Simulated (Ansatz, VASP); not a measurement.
# InSe in two plane-wave programs

Aim: how closely do two programs agree when they are given the same cell, functional and k mesh? Of the first pair: The structure shown is the start of the Ansatz relaxation below; VASP solves that cell, so the two are compared at the walk's first step.

Main program and level: Ansatz 0.2.0; plane waves, with VASP 6.6.1 beside it; single point at PBEsol.

**1. The structure**

The cell holds 4 atoms: 2 In and 2 Se. Cell: a = 4.000 Å, b = 4.000 Å, c = 34.515 Å, α = 90.0°, β = 90.0°, γ = 120.0°. As first built, before any earlier steps moved the atoms (in the runner's words): one layer cut from the layered crystal. Vacuum lies along c. The height across the vacuum is the one that the program set for its solve, not the one typed.

**2. Ansatz: relaxation, PBEsol**

Ansatz runs on its default PAW (the set named soft_2) files.

The two programs are compared at the cell with which this relaxation starts, whose forces are those of its first step.

input.yaml

```yaml
crystal:
  lattice:
    - [4.0000000028, 0.0, 0.0]
    - [-2.0000000014, 3.4641016176, 0.0]
    - [0.0, 0.0, 21.357712]
  atoms:
    - { symbol: In, position: [0.6666666667, 0.3333333333, 0.43404556] }
    - { symbol: In, position: [0.6666666667, 0.3333333333, 0.56595444] }
    - { symbol: Se, position: [0.0, 0.0, 0.62542804] }
    - { symbol: Se, position: [0.0, 0.0, 0.37457196] }
  periodic: [true, true, false]
kpoints:
  mp_grid: { grid: [7, 7, 1] }
scf:
  occupations: { method: fermi_dirac, width: 0.05 }
hamiltonian:
  xc: pbesol
output:
  forces: true
  stress: true
relax:
  f_tol: 0.02
  max_steps: 50
  cell: {}
```

Run with:

```bash
$ ansatz run input.yaml --threads 2 --pin off --max-ram 6144MiB --backend cpu --events-out ev --progress --plain --runs-dir out
```

Numbers of over 12 decimals in the logs are rounded to 6 here.

What it wrote:

```text
Warning: crystal.periodic: the lattice vector that does not repeat stood 0.000° off the slab's normal, 21.358 Å along it as the deck builds it. The run solves the slab on a vector along the normal, 34.515 Å long, with every atom where it was (on the deck's vector they left 16.00 Å outside them, and the widest stretch free of ions among them is 2.82 Å). A fractional position that the run reports is one of the run's ce [...]
crystal.periodic: the lattice vector that does not repeat stood 0.000° off the slab's normal, 21.358 Å along it as the deck builds it. The run solves the slab on a vector along the normal, 34.515 Å long, with every atom where it was (on the deck's vector they left 16.00 Å outside them, and the widest stretch free of ions among them is 2.82 Å). A fractional position that the run reports is one of the run's cell, which [...]
Engine: ansatz 0.2.0, aarch64-unknown-linux-gnu
Pseudopotentials: kind: paw
Pseudopotential: In, paw, valence charge 13, recommended cutoff 420 eV (normal), In.paw.azcp
Pseudopotential: Se, paw, valence charge 16, recommended cutoff 420 eV (normal), Se.paw.azcp
Functional definition: PBEsol
  exchange = pbesol_x
  correlation = pbesol_c
Crystal: 4 atoms, lattice volume = 478.260 Å³
Basis set: ecut = 420 eV, 9439 PW (Γ), exchange–correlation on 54×54×480 points (8 copies of the dense FFT grid, shifted against one another)
Bands: 35, of which v1, the nominal top of the filled ones, is band 29 counted from 1 (28 counted from 0)
Symmetry: 12 space group operations
Space group: P-6m2 (ITA 187), of the structure as read, at distance tolerance 7.8e-5 Å
k-points: 8 of 49 (time reversal used)
Non-local potential: In, projectors of the file, l = 0: 2, l = 1: 2, l = 2: 2, l = 3: 2
Non-local potential: Se, projectors of the file, l = 0: 2, l = 1: 2, l = 2: 3, l = 3: 1
PAW form: soft (Blöchl's): semilocal exchange-correlation on the pseudo side does not see the compensation charge
PAW frozen core: In, regenerated for the run's functional, and the local potential with it (the file was generated under x = pbe(κ = 0.804, μ = 0.219515), c = pbe(β = 0.066725))
PAW frozen core: Se, regenerated for the run's functional, and the local potential with it (the file was generated under x = pbe(κ = 0.804, μ = 0.219515), c = pbe(β = 0.066725))
PAW one-centre angular grid: In, 590 points (default); XC on 64 Gauss nodes
PAW one-centre angular grid: Se, 590 points (default); XC on 64 Gauss nodes
Initial density: superposition of atomic densities (neutral atoms: chi_scale 0, normalization atom), corrected by the library's trained network
Initial wavefunctions: pseudopotential atomic-orbital guess
Functional: x = pbesol(κ = 0.804, μ = 0.123457), c = pbesol(β = 0.046)
[...]
SCF iter   6: F=—  HF=-21901.065402 eV  |F-HF|=—  |Δ(HF+E_count)|=   9.52e-7  Δρ=1.16e-5  dr2=7.05e-7  ethr=6.95e-9  ⟨swp⟩=2.8  Hψ=486  notcnv=0
SCF iter   7: F=-21901.065401 eV  HF=-21901.065401 eV  |F-HF|=4.02e-8  |Δ(HF+E_count)|=   2.34e-7  Δρ=3.24e-6  dr2=5.41e-8  ethr=6.90e-10  ⟨swp⟩=6.1  Hψ=1113  notcnv=0
SCF 2 converged in 7 iterations: F = -21901.065401 eV  dr2 = 5.41e-8
  greatest PAW one-centre occupation: 1.000 electrons in one spin orbital (limit 2), on the Se atom at site 3 (counted from 0), in its partial waves of l = 2
relax step   2: F+E_penalty+E_count = -21901.06540134 eV  Δ(F+E_penalty+E_count) = +4.235e-2 eV  max|allowed force component| = 8.773e-1 eV/Å  Δτ_max = 0.0846 Å  P = -0.272 N/m  Ω = 477.263 Å³  energy of the carried Pulay correction = +4.307e-5 eV  fix = [c, alpha, beta]  (7 SCF iters, dr2 threshold 4.00e-7 eV, rejected (line search))
[...]
relax step   3: F+E_penalty+E_count = -21901.11293627 eV  Δ(F+E_penalty+E_count) = -5.180e-3 eV  max|allowed force component| = 3.048e-2 eV/Å  Δτ_max = 0.0174 Å  P = -0.036 N/m  Ω = 477.398 Å³  energy of the carried Pulay correction = +3.723e-5 eV  fix = [c, alpha, beta]  reactions: c -0.000 N/m  (10 SCF iters, accepted)
[...]
relax step   4: F+E_penalty+E_count = -21901.11320849 eV  Δ(F+E_penalty+E_count) = -2.722e-4 eV  max|allowed force component| = 2.170e-3 eV/Å  Δτ_max = 0.0071 Å  P = -0.003 N/m  Ω = 477.491 Å³  energy of the carried Pulay correction = +3.320e-5 eV  fix = [c, alpha, beta]  reactions: c -0.000 N/m  (6 SCF iters, dr2 threshold 5.81e-8 eV, accepted)
[...]
relax step   5: F+E_penalty+E_count = -21901.11317350 eV  Δ(F+E_penalty+E_count) = +3.499e-5 eV  max|allowed force component| = 2.185e-3 eV/Å  Δτ_max = 0.0000 Å  P = -0.003 N/m  Ω = 477.491 Å³  fix = [c, alpha, beta]  reactions: c -0.000 N/m  stress off target by 3.49e-3 N/m on what of the cell is left free  SCF on the basis re-selected at this cell (its energy is not comparable with the rows above)  (5 SCF iters)
basis re-selected at this cell: Δ(F+E_penalty+E_count) = +3.499e-5 eV, ΔP = -0.000 N/m vs the last step (what re-selecting the basis moved, of the pressure what is left beyond the Pulay correction that the steps carried, after the strain that the cell walked since its last selection, with what the two solves' SCF thresholds leave and, on support functions, any second-order correction that the steps lacked; it is no m [...]
SCF converged after 5 iterations
Free energy (F): -21901.113174 eV
Harris-Foulkes:  -21901.113174 eV  (|F-HF|=2.18e-11)
Internal energy: -21901.113173 eV  (E = F + TS)
E sigma→0 (E₀):  -21901.113173 eV
Entropy (-TS):   -0.000000 eV (-0.000 meV/atom)
Fermi energy:    -5.128298 eV
--- Per-component energies (eV) ---
  E_band       = -1636.973729
  E_kinetic    = 723.213938
  E_local      = -141113.950741  (includes V_loc(G=0)·N_el)
  E_nonlocal   = -448.509639
  E_hartree    = 69883.769914
  E_xc         = -632.717472
  E_vxc        = -394.713407  (∫ρ·V_xc dr)
  E_paw        = -11904.142345  (= ΣΔE_a)
  E_vpaw       = -170.552370  (= ΣTr[D̂ρ^β])
  E_aug_tail   = -0.001155  (compensation charges beyond the density's cutoff)
  E_ewald      = 61588.735621
  E_core_change = 2.488706  (= ΣΔE_core)
  E_smearing   = -0.000000  (= −TS)
  E_closure    = 0.000000  (closes the sum)
  Σ components = -21901.113174   (vs F -21901.113174, Δ=0.00e0)
--- Forces (eV/Å), atoms counted from 1 ---
  atom   1  In    -0.00000000    -0.00000000     0.00218452
  atom   2  In    -0.00000000    -0.00000000    -0.00218452
  atom   3  Se     0.00000000     0.00000000    -0.00055234
  atom   4  Se     0.00000000     0.00000000     0.00055234
  max |Σ_I F_I| component: 2.31e-18 eV/Å
--- 2D stress c σ (N/m, compression-positive) ---
       -0.003489      -0.000000       0.000000
       -0.000000      -0.003489       0.000000
        0.000000       0.000000      -0.000000
  P = ½ c Tr σ = -0.0035 N/m
--- Relaxed structure (4 steps of the walk, 3 accepted, 1 SCFs on fresh bases) ---
  F+E_penalty+E_count = -21901.11317350 eV   max|allowed force component| = 2.185e-3 eV/Å   (the final SCF, on the basis selected at the relaxed cell)
  cell:  # Å, volume = 477.4910 Å³
    - [3.996784, -1.785216129937118e-19, 0]
    - [-1.998392, 3.461317, 0]
    - [0, 0, 34.515424]
  atoms:
    - { symbol: In, position: [0.666667, 0.333333, 0.269213] }
    - { symbol: In, position: [0.666667, 0.333333, 0.349574] }
    - { symbol: Se, position: [-2.771221535733205e-17, 0, 0.386735] }
    - { symbol: Se, position: [-2.7798935873925765e-17, 0, 0.232052] }
```

**3. VASP: single point, PBEsol, start cell, pair 1**

The same cell, functional, mesh and smearing now go to VASP, with its own data sets.

Lines of VASP's logs that name or quote its potential files are left out, and so is its time.

INCAR

```
SYSTEM = InSe
PREC = Accurate
ENCUT = 400
EDIFF = 1E-06
NELM = 120
ISMEAR = -1
SIGMA = 0.05
LREAL = .FALSE.
ALGO = Normal
GGA = PS
NBANDS = 25
LORBIT = 11
LWAVE = .FALSE.
LCHARG = .FALSE.
ISIF = 2
LDIPOL = .TRUE.
IDIPOL = 3
DIPOL = 0.5 0.5 0.309
LVHAR = .TRUE.
LASPH = .TRUE.
GGA_COMPAT = .FALSE.
EFERMI = MIDGAP
NELMDL = -8
```

POSCAR

```
InSe
1.0
    4.0000000000      0.0000000000      0.0000000000
   -2.0000000000      3.4641020000      0.0000000000
    0.0000000000      0.0000000000     34.5154240000
In Se
2 2
Direct
    0.6666667148      0.3333334296      0.2685819534
    0.6666667148      0.3333334296      0.3502055197
    0.0000000000      0.0000000000      0.3870070378
    0.0000000000      0.0000000000      0.2317804353
```

KPOINTS

```
Automatic mesh
0
Gamma
7 7 1
0 0 0
```

PAW data sets: In_d and Se (PBE family, release 64).

Run with:

```bash
$ mpirun -np 1 vasp_std
```

What it wrote:

```text
[banner, memory and clock lines left out]
running    1 mpi-ranks, on    1 nodes
 distrk:  each k-point on    1 cores,    1 groups
 distr:  one band on    1 cores,    1 groups

 POSCAR found type information on POSCAR InSe
 POSCAR found :  2 types and       4 ions
|                                                                             |
|               ----> ADVICE to this user running VASP <----                  |
|                                                                             |
|     You enforced a specific xc type in the INCAR file but a different       |
|     [... a line on the potential file left out ...]
|     I HOPE YOU KNOW WHAT YOU ARE DOING!                                     |
|                                                                             |

 LDA part: xc-table for (Slater+PW92), standard interpolation
 POSCAR, INCAR and KPOINTS ok, starting setup
 FFT: planning ... GRIDC
 FFT: planning ... GRID_SOFT
 FFT: planning ... GRID
 WAVECAR not read
 entering main loop
       N       E                     dE             d eps       ncg     rms          rms(c)
DAV:   1     0.274040593037E+03    0.27404E+03   -0.13378E+04   480   0.950E+02
DAV:   2     0.143290684662E+02   -0.25971E+03   -0.25636E+03   489   0.276E+02
DAV:   3    -0.151314902121E+02   -0.29461E+02   -0.29312E+02   520   0.115E+02
DAV:   4    -0.160005972782E+02   -0.86911E+00   -0.86824E+00   494   0.255E+01
DAV:   5    -0.160327933471E+02   -0.32196E-01   -0.32194E-01   631   0.414E+00
DAV:   6    -0.160333672310E+02   -0.57388E-03   -0.57388E-03   599   0.503E-01
DAV:   7    -0.160333759252E+02   -0.86942E-05   -0.86945E-05   624   0.603E-02
DAV:   8    -0.160333762127E+02   -0.28749E-06   -0.28735E-06   502   0.103E-02    0.646E+00
DAV:   9    -0.155902477544E+02    0.44313E+00   -0.95067E-01   532   0.167E+01    0.391E+00
DAV:  10    -0.155552960823E+02    0.34952E-01   -0.45528E-01   583   0.562E+00    0.790E-01
DAV:  11    -0.155495858523E+02    0.57102E-02   -0.49245E-02   621   0.278E+00    0.557E-01
DAV:  12    -0.155497056168E+02   -0.11976E-03   -0.65494E-03   463   0.412E-01    0.119E-01
DAV:  13    -0.155496092556E+02    0.96361E-04   -0.47742E-04   623   0.252E-01    0.611E-02
DAV:  14    -0.155495561505E+02    0.53105E-04   -0.27731E-04   485   0.901E-02    0.222E-02
[...]
DAV:  19    -0.155497598757E+02   -0.24841E-04   -0.18169E-06   396   0.504E-03    0.276E-03
DAV:  20    -0.155497832970E+02   -0.23421E-04   -0.43831E-07   328   0.267E-03    0.123E-03
DAV:  21    -0.155498062569E+02   -0.22960E-04   -0.77763E-07   360   0.424E-03    0.141E-03
DAV:  22    -0.155498107866E+02   -0.45297E-05   -0.63031E-08   350   0.262E-03    0.556E-04
DAV:  23    -0.155498155901E+02   -0.48035E-05   -0.19690E-07   319   0.129E-03    0.516E-04
DAV:  24    -0.155498172255E+02   -0.16353E-05   -0.34888E-08   306   0.106E-03    0.208E-04
DAV:  25    -0.155498182926E+02   -0.10671E-05   -0.21303E-08   290   0.526E-04    0.225E-04
DAV:  26    -0.155498188197E+02   -0.52710E-06   -0.75755E-09   291   0.525E-04
   1 F= -.15549819E+02 E0= -.15549819E+02  d E =-.314498E-07
```

From OUTCAR (step 3):

```text
ion  position               nearest neighbor table
   1  0.667  0.333  0.269-   4 2.64   4 2.64   4 2.64   2 2.82
   2  0.667  0.333  0.350-   3 2.64   3 2.64   3 2.64   1 2.82
   3  0.000  0.000  0.387-   2 2.64   2 2.64   2 2.64
   4  0.000  0.000  0.232-   1 2.64   1 2.64   1 2.64

  LATTYP: Found a hexagonal cell.
 ALAT       =     4.0000000000
 C/A-ratio  =     8.6288560000

 Subroutine GETGRP returns: Found 12 space group operations
 (whereof  6 operations were pure point group operations)

The static configuration has the point symmetry C_3v.
 The point group associated with its full space group is D_3h.

 Found      8 irreducible k-points:

   k-points           NKPTS =      8   k-points in BZ     NKDIM =      8   number of bands    NBANDS=     25

   dimension x,y,z NGX =    28 NGY =   28 NGZ =  240
   dimension x,y,z NGXF=    56 NGYF=   56 NGZF=  480

   ENCUT  =  400.0 eV  29.40 Ry    5.42 a.u.   6.52  6.52 56.29*2*pi/ulx,y,z

   NELECT =      38.0000    total number of electrons

 k-points in reciprocal lattice and weights: Automatic mesh
   0.00000000  0.00000000  0.00000000       0.020
   0.14285714  0.00000000  0.00000000       0.122
   0.28571429  0.00000000  0.00000000       0.122
   0.42857143  0.00000000  0.00000000       0.122
   0.14285714  0.14285714  0.00000000       0.122
   0.28571429  0.14285714  0.00000000       0.245
   0.42857143  0.14285714  0.00000000       0.122
   0.28571429  0.28571429  0.00000000       0.122

 dipolmoment           0.000000      0.000000      0.000003 electrons x Angstroem

 average (electrostatic) potential at core
       1-103.9409       2-103.9409       3 -60.9589       4 -60.9589

 E-fermi :  -2.8780

 k-point     1 :       0.0000    0.0000    0.0000
  band No.  band energies     occupation
    ...
     15      -4.2281      2.00000
     16      -4.2281      2.00000
     17      -4.1550      2.00000
     18      -4.1550      2.00000
     19      -3.7987      2.00000
     20      -2.1480      0.00000
     21      -0.9865      0.00000
     22       1.3690      0.00000
     23       1.3690      0.00000
     24       1.8869      0.00000
    ...

 k-point     2 :       0.1429    0.0000    0.0000
  band No.  band energies     occupation
    ...
     15      -5.2352      2.00000
     16      -5.0615      2.00000
     17      -4.4742      2.00000
     18      -4.3746      2.00000
     19      -3.7184      2.00000
     20      -1.3264      0.00000
     21      -0.2221      0.00000
     22       0.6218      0.00000
     23       1.5632      0.00000
     24       1.6694      0.00000
    ...

 k-point     3 :       0.2857    0.0000    0.0000
  band No.  band energies     occupation
    ...
     15      -6.3392      2.00000
     16      -5.5513      2.00000
     17      -4.9471      2.00000
     18      -4.8024      2.00000
     19      -3.8740      2.00000
     20      -1.0602      0.00000
     21      -0.9899      0.00000
     22       0.8948      0.00000
     23       1.1462      0.00000
     24       1.7105      0.00000
    ...

  Total        0.1458517      0.1458517     -0.4149209      0.0000000      0.0000000      0.0000000
  in kB        0.4886052      0.4886053     -1.3899910      0.0000000      0.0000000      0.0000000
  external PRESSURE =      -0.1375935 kB  Pullay stress =       0.0000000 kB

  energy-cutoff  :      400.00
  volume of cell :      478.26
      direct lattice vectors                 reciprocal lattice vectors
     4.000000000  0.000000000  0.000000000     0.250000000  0.144337551  0.000000000
    -2.000000000  3.464102000  0.000000000     0.000000000  0.288675103  0.000000000
     0.000000000  0.000000000 34.515424000     0.000000000  0.000000000  0.028972554

 POSITION                                       TOTAL-FORCE (eV/Angst)
 -----------------------------------------------------------------------------------
      2.00000      1.15470      9.27022        -0.000000     -0.000000      0.292301
      2.00000      1.15470     12.08749         0.000000     -0.000000     -0.292301
      0.00000      0.00000     13.35771        -0.000000      0.000000      0.085337
      0.00000      0.00000      8.00000        -0.000000      0.000000     -0.085337
 -----------------------------------------------------------------------------------
    total drift:                                0.000000     -0.000244      0.000068

  FREE ENERGIE OF THE ION-ELECTRON SYSTEM (eV)
  ---------------------------------------------------
  free  energy   TOTEN  =       -15.5498188197 eV

  energy  without entropy=      -15.5498187883  energy(sigma->0) =      -15.54981880

 vacuum level on the upper side and lower side of the slab         2.248         2.248

 total charge
# of ion       s       p       d       tot
------------------------------------------
    1        0.855   0.675   9.886  11.416
    2        0.855   0.675   9.886  11.416
    3        1.472   2.334   0.022   3.828
    4        1.472   2.334   0.022   3.828
--------------------------------------------------
tot          4.654   6.018  19.817  30.489

[... 3 further parts left out ...]
```

**4. Comparison**

Known differences besides the potentials themselves: Ansatz cuts the interaction across the vacuum, VASP repeats the sheet with a dipole correction; the data sets hold 58 valence electrons in Ansatz (on its default PAW (the set named soft_2) files) and 38 in VASP; the cutoff is 420 eV in Ansatz and 400 eV in VASP; Ansatz makes its cores anew for this functional, VASP keeps those of its PBE data sets. Total energies have different zeros and are not compared.

Forces (eV/Å; atoms numbered as in POSCAR):

| atom | Ansatz x, y, z | VASP x, y, z |
| --- | --- | --- |
| In1 | 0.000, 0.000, 0.273 | 0.000, 0.000, 0.292 |
| In2 | 0.000, 0.000, -0.273 | 0.000, 0.000, -0.292 |
| Se3 | 0.000, 0.000, 0.064 | 0.000, 0.000, 0.085 |
| Se4 | 0.000, 0.000, -0.064 | 0.000, 0.000, -0.085 |

The forces differ by 12 meV/Å r.m.s., which is 9.3 % of the r.m.s. force of 0.124 eV/Å (both taken over all components). With vacuum in the cell, a pressure given here is an average over mostly empty space and none of the material.

(Part 1 of 2 ends here.)

[Lines on the potential files, build, host, timing and source positions are cut from VASP's logs without a mark.]

[Logs are printed without paths, hosts, clocks, repeated set-up lines and the standing remarks that a program may print on its own settings, such as how far it seeks lower states.]

[Hosts, paths, dates, database ids (printed as entryN), source tags and the programs' standing remarks are cut or masked in the printed files.]
